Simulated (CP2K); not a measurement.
Crystal: La2O3.

```xyz
5
Lattice="6.3703 0.0000 0.0000 -3.1851 5.5168 0.0000 0.0000 0.0000 3.2899" Properties=species:S:1:pos:R:3 pbc="T T T"
La    3.1851    1.8389    1.6387
La    0.0000    3.6779    1.6512
O     3.2145    0.0000    0.0000
O    -1.6072    2.7838    0.0000
O     1.5779    2.7330    0.0000
```

The cell comes from a database or a generator and needn't be the stable form of this composition.

Program: CP2K 2026.2. Alike in all runs: task single point; potentials or basis GTH_POTENTIALS La GTH-PBE-q11; POTENTIAL_UZH O GTH-PBE-q6; DZVP-MOLOPT-SR-GTH, DZVP-MOLOPT-PBE-GTH basis; no spin polarisation; cell as given; k mesh 5 × 5 × 8; smearing fermi-dirac 0.05 eV.

Order these runs on this cell by their band gap on the k mesh, lowest first.
A. level LDA
B. level PBE
C. level TASK

A (1.32 eV), B (1.54 eV), C (2.53 eV).

Caveats: spin-orbit coupling is left out, which moves the levels of the heavy elements; an odd mesh through Γ misses points on the zone boundary, where band edges often lie; the basis of atomic orbitals isn't converged, which shifts pressures, moduli and gaps.
